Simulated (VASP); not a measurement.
A run of VASP 6.6.1 is set up as follows.

The input POSCAR:

```
Au
1.0
   -1.6373876547      1.6373876547      1.6373876547
    1.6373876547     -1.6373876547      1.6373876547
    1.6373876547      1.6373876547     -1.6373876547
Au
1
Direct
    0.0000000000      0.0000000000      0.0000000000
```

Contents of INCAR.step1:

```
PREC = Accurate
ENCUT = 520
ISMEAR = 0
SIGMA = 0.05
LREAL = F
LASPH = T
NELM = 100
NBANDS = 12
GGA = PE
ALGO = Normal
EDIFF = 1E-4
LWAVE = T
LCHARG = F
```

File INCAR.step2:

```
PREC = Accurate
ENCUT = 520
EDIFF = 1E-7
ISMEAR = 0
SIGMA = 0.05
LREAL = F
LASPH = T
NELM = 100
ALGO = Normal
ISIF = 2
LWAVE = F
LCHARG = F
METAGGA = R2SCAN
LMIXTAU = T
NBANDS = 12
ISTART = 1
```

Contents of KPOINTS:

```
regular mesh
0
Gamma
  18 18 18
```

Potentials or basis: VASP PAW PBE potentials, release 64 (Au).

The run is started by

```bash
$ cat potpaw_PBE.64/Au/POTCAR > POTCAR
$ cp INCAR.step1 INCAR
$ mpirun -np 1 vasp_std > vasp.out
$ cp INCAR.step2 INCAR
$ mpirun -np 1 vasp_std > vasp.out
```

Q: What does it give for the pressure?

A: 0.3 GPa.

Q: What does it give for the band gap on the k mesh?

A: None (metal or under the smearing width).

Caveat: the PAW data sets were made with another functional, which shifts forces and pressure a little. Spin-orbit coupling is left out, which matters for the levels of Au.
